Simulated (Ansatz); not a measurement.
**C: a line through an energy map**

How does the energy of C (P6_3/mmc, No. 194; 4 atoms in the cell) vary with amplitude of mode 10 (1296 cm⁻¹), at amplitude of mode 4 (531 cm⁻¹) = 0.000 Å?

A COD entry behind a cell of this session may itself be a prediction, so a difference from it is no test against experiment.

Computed with Ansatz 0.2.0 (DFT LDA, scalar-relativistic, plane waves, PAW, unless a step's input says otherwise).

22 further runs of the same task are left out: 22 set aside as unsound or not needed.

## Step 1: The system as given

It takes space group P6_3/mmc (No. 194, hexagonal). Conventional cell: a = 2.483 Å, b = 2.483 Å, c = 4.136 Å, α = 90.00°, β = 90.00°, γ = 120.00°. Around C (site symmetry 3m) lie 4 C at 1.52 to 1.55 Å.

As a file:

```
C
1.0
     2.48311    0.00000    0.00000
    -1.24155    2.15043    0.00000
     0.00000    0.00000    4.13591
C
4
Cartesian
  0.0000 1.4336 0.2598
  1.2416 0.7168 2.3278
  0.0000 1.4336 1.8081
  1.2416 0.7168 3.8761
```

It is the result of an earlier relaxation at this level (volume 5.52 Å³/atom; gap on the mesh: 3.03 eV).

## Step 2: Plan of the line

The energy is mapped over two normal modes frozen in (zone-centre modes of the cell shown).

First coordinate, amplitude of mode 4 (531 cm⁻¹), largest displacement: 11 values from −0.060 Å. Second coordinate, amplitude of mode 10 (1296 cm⁻¹), largest displacement: 11 values from −0.060 Å.

Nothing else is relaxed (the cell and all other modes fixed). Energies count from the relaxed high-symmetry cell. Points are written as (first, second).

The modes come from a phonon run on the reference cell, made beforehand.

The patterns, per unit of each coordinate (Å):

```tsv
atom	x1	y1	z1	x2	y2	z2
C1	1.000	0.000	0.000	0.000	0.000	1.000
C2	-1.000	0.000	0.000	0.000	0.000	1.000
C3	-1.000	0.000	0.000	0.000	0.000	-1.000
C4	1.000	0.000	0.000	0.000	0.000	-1.000
```

## Step 3: The run at (0.000 Å, −0.060 Å)

Contents of input.yaml:

```yaml
crystal:
  lattice:
    - [2.4831064202, 0.0, 0.0]
    - [-1.2415532101, 2.1504332402, 0.0]
    - [0.0, 0.0, 4.1359115932]
  atoms:
    - { symbol: C, position: [0.3333333333, 0.6666666667, 0.0483185509] }
    - { symbol: C, position: [0.6666666667, 0.3333333333, 0.5483185509] }
    - { symbol: C, position: [0.3333333333, 0.6666666667, 0.4516814491] }
    - { symbol: C, position: [0.6666666667, 0.3333333333, 0.9516814491] }
basis:
  ecutwfc: 520.0
kpoints:
  mp_grid: { grid: [12, 12, 6] }
hamiltonian:
  xc: lda
  pseudopotentials: { kind: paw, azcp: { folder: soft_1 } }
scf:
  occupations: { method: gaussian, width: 0.05 }
output:
  forces: true
  stress: true
  eigenvalues: true
```

Run with:

```
> ansatz run input.yaml --threads 1 --pin off --max-ram 2048MiB --backend cpu --events-out ev --progress --plain --runs-dir out
```

Further runs follow: the other points of the line.

Q: Predict the outcome of this session. Wanted: for each run, amplitude of mode 10; energy; slope; pressure; largest force on an atom.

As calculated:

| amplitude of mode 10 (1296 cm⁻¹), largest displacement (Å) | step | energy (eV) | slope (eV per Å) | pressure (GPa) | band gap on the k-mesh (eV) | largest force on an atom (eV/Å) |
| --- | --- | --- | --- | --- | --- | --- |
| −0.060 | 3 | 0.457 | −13.9 | 6.4 | 1.94 | 3.47 |
| −0.048 | 4 | 0.302 | −11.8 | 4.5 | 2.69 | 2.94 |
| −0.036 | 5 | 0.176 | −9.3 | 2.9 | 3.15 | 2.32 |
| −0.024 | 6 | 0.081 | −6.5 | 1.6 | 3.29 | 1.63 |
| −0.012 | 7 | 0.021 | −3.4 | 0.6 | 3.43 | 0.85 |
| 0.000 | – | 0.000 | 0.0 | 0.0 | 3.03 | 0.00 |
| 0.012 | 8 | 0.022 | 3.7 | −0.2 | 2.51 | 0.93 |
| 0.024 | 9 | 0.090 | 7.7 | 0.0 | 1.98 | 1.93 |
| 0.036 | – | 0.208 | 12.0 | 0.8 | 1.44 | 3.01 |
| 0.048 | 10 | 0.380 | 16.6 | 2.2 | 0.88 | 4.16 |
| 0.060 | 11 | 0.609 | 21.5 | 4.1 | 0.32 | 5.38 |

Energies count from the relaxed high-symmetry cell. Rows without a step come from runs not printed here or follow by symmetry. Slopes come from the forces (and the stress, where the cell changes), not from differences of energies.

The lowest point of the line is at 0.000 Å, 0.000 eV from the zero. A fit to energies and slopes at the lowest point and its two neighbours puts the minimum at 0.0000 Å, with a curvature of about 300 eV per Å². The highest point computed, at 0.060 Å, lies 0.609 eV above the lowest. This is one cut through a surface in two coordinates; it holds the lowest point sampled, which need not be a minimum.

The gaps are Kohn-Sham values of a semilocal functional, not quasiparticle or optical gaps. Such gaps usually fall short of the measured ones.
